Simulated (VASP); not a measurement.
Crystal: Ag.

```
CELL_PARAMETERS angstrom
0.00000 2.04275 2.04275
2.04275 0.00000 2.04275
2.04275 2.04275 0.00000
ATOMIC_POSITIONS crystal
Ag 0.00000 0.00000 0.00000
```

```yaml
Program: VASP 6.6.1
Task: relaxation of cell and atoms
Functional: RPBE
Dispersion: D3(BJ)
Potentials_or_basis: VASP PAW PBE potentials, release 64 (Ag)
Cutoff: 600 eV
k_mesh: 11 × 11 × 11
Occupations: fermi-dirac, width 0.05 eV
Spin: no spin polarisation
```

At the start: pressure -26.2 GPa; volume 17.05 Å³/atom.

**Question.** Where does the relaxation end?

**Answer.** Over 5 steps the energy falls by 285.8 meV/atom and the volume is 14.18 Å³/atom (-16.8 %); space group Fm-3m (No. 225, to 0.05 Å).

The path:
```
step  energy change (eV)  largest force (eV/Å)  pressure (GPa)  volume (Å³)
   1              0.0000                0.0000          -26.15        17.05
   2              0.5292                0.0000          107.46        11.06
   3             -0.2844                0.0000           -2.65        14.35
   4             -0.2856                0.0000           -0.90        14.24
   5             -0.2858                0.0000           -0.05        14.18
```

Final structure:
```cif
data_structure
_symmetry_space_group_name_H-M 'P 1'
_symmetry_Int_Tables_number 1
_cell_length_a 2.7169
_cell_length_b 2.7169
_cell_length_c 2.7169
_cell_angle_alpha 60.000
_cell_angle_beta 60.000
_cell_angle_gamma 60.000
_cell_volume 14.18
loop_
_atom_site_label
_atom_site_type_symbol
_atom_site_fract_x
_atom_site_fract_y
_atom_site_fract_z
_atom_site_occupancy
Ag1 Ag 0.00000 0.00000 0.00000 1
```

Caveat: the volume moved by over 15 % at a fixed basis, so the end points are rough; the PAW data sets were made with another functional, which shifts forces and pressure a little; the volume moved by -17 % from the deposited cell, more than functionals usually miss; pairwise dispersion overbinds metals, which lowers pressure and volume.
